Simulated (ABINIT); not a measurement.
Runs of ABINIT 10.8.3 (patched build) on GaN. It takes space group F-43m (No. 216, cubic). Conventional cell: a = 4.507 Å, b = 4.507 Å, c = 4.507 Å, α = 90.00°, β = 90.00°, γ = 90.00°. Ga (site symmetry -43m) is surrounded by 4 N at 1.95 Å. N (site symmetry -43m) is surrounded by 4 Ga at 1.95 Å. The cell is a database's computed one.

```csv
task,level,potentials or basis,spin,k mesh,cutoff (eV),fine-grid cutoff,most SCF steps,thinning of the exchange mesh (fockdownsampling),gap on the mesh (eV),pressure (GPa),V0 of scaled cells (Å³/atom),B0 (GPa)
equation of state,BLYP+D3,JTH PAW PBE v2.0,off,10 × 10 × 10,707,1306.15 eV,-,-,-,-,11.72,(c)
equation of state,AM05,JTH PAW PBE v2.0,off,10 × 10 × 10,707,1306.15 eV,-,-,-,-,(a),186
band structure,PBEsol,PseudoDojo NC SR PBEsol v0.4 stringent,off,10 × 10 × 10,1551,-,-,-,1.70,-1.3,-,-
band structure,PBEsol,JTH PAW PBE v2.0,"SOC, no magnetisation",10 × 10 × 10,707,1306.15 eV,-,-,1.66,-0.5,-,-
equation of state,PBE,SPMS NC PBE v1.0,off,10 × 10 × 10,952,-,-,-,-,-,11.80,171
band structure,LDA-VWN,JTH PAW LDA v2.0,"SOC, no magnetisation",10 × 10 × 10,707,1306.15 eV,-,-,(d),(b),-,-
single point,HSE03(Libxc),SPMS NC PBE v1.0,off,8 × 8 × 8,952,-,60,2 × 2 × 2,2.89,-,-,-
```

Alike in all rows: cell as given; smearing fermi-dirac 0.05 eV.

Fill in the values left out.

(a) 11.43; (b) -6.6; (c) 174; (d) 1.73.

Caveats: pressures at fixed basis lie under the slope of the energies (some runs); the PAW data sets were made with another functional, which shifts forces and pressure a little (some runs); Libxc's HSE differs a little from that of other programs (some runs); the potentials were made for another functional, which shifts forces and pressure (some runs).

A k mesh can miss the band edges, and rows without SOC leave out spin-orbit coupling on Ga.

The runs don't all hold the same shells in valence.
